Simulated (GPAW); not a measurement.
The system is BaTiO3.

```
Ba Ti O
1.0
     3.99980    0.00000    0.00000
     0.00000    3.99980    0.00000
     0.00000    0.00000    4.01800
Ba Ti O
1 1 3
Cartesian
  0.0000 0.0000 0.0000
  1.9999 1.9999 1.9688
  0.0000 1.9999 2.0773
  1.9999 0.0000 2.0773
  1.9999 1.9999 0.0763
```

```yaml
Program: GPAW 26.7.0
Task: relaxation of cell and atoms
Functional: LDA
Potentials_or_basis: the program's PAW data sets (release 1.2.1) made for this functional
Cutoff: 800 eV
Basis: pw
k_mesh: 4 × 4 × 4
Occupations: fermi-dirac, width 0.05 eV
Spin: no spin polarisation
```

At the start: pressure -7.2 GPa; volume 12.86 Å³/atom.

Where does the relaxation end?

Over 13 steps the energy falls by 12.0 meV/atom and the volume is 12.38 Å³/atom (-3.7 %); space group P4mm (No. 99, to 0.05 Å).

Step by step:
```csv
step,energy change (eV),largest force (eV/Å),pressure (GPa),volume (Å³)
1,0.0000,0.4194,-7.17,64.28
2,-0.0116,0.3596,-6.51,64.06
3,-0.0300,0.2320,-5.21,63.64
4,-0.0470,0.0486,-3.34,63.07
5,-0.0549,0.2139,-1.04,62.39
6,-0.0531,0.3838,1.16,61.74
7,-0.0538,0.3610,1.09,61.74
8,-0.0550,0.3177,0.96,61.76
9,-0.0564,0.2578,0.78,61.78
10,-0.0579,0.1865,0.57,61.81
11,-0.0590,0.1094,0.33,61.84
12,-0.0597,0.0315,0.08,61.88
13,-0.0598,0.0410,-0.15,61.91
```

Final structure:
```yaml
crystal:
  lattice:
    - [3.94103, 0.00000, 0.00000]
    - [0.00000, 3.94103, 0.00000]
    - [0.00000, 0.00000, 3.98624]
  atoms:
    - { symbol: Ba, position: [0.00000, 0.00000, 0.00007] }
    - { symbol: Ti, position: [0.50000, 0.50000, 0.48707] }
    - { symbol: O, position: [0.00000, 0.50000, 0.51651] }
    - { symbol: O, position: [0.50000, 0.00000, 0.51651] }
    - { symbol: O, position: [0.50000, 0.50000, 0.02284] }
```

Caveat: the k mesh is coarse; later steps reuse the first step's grids.
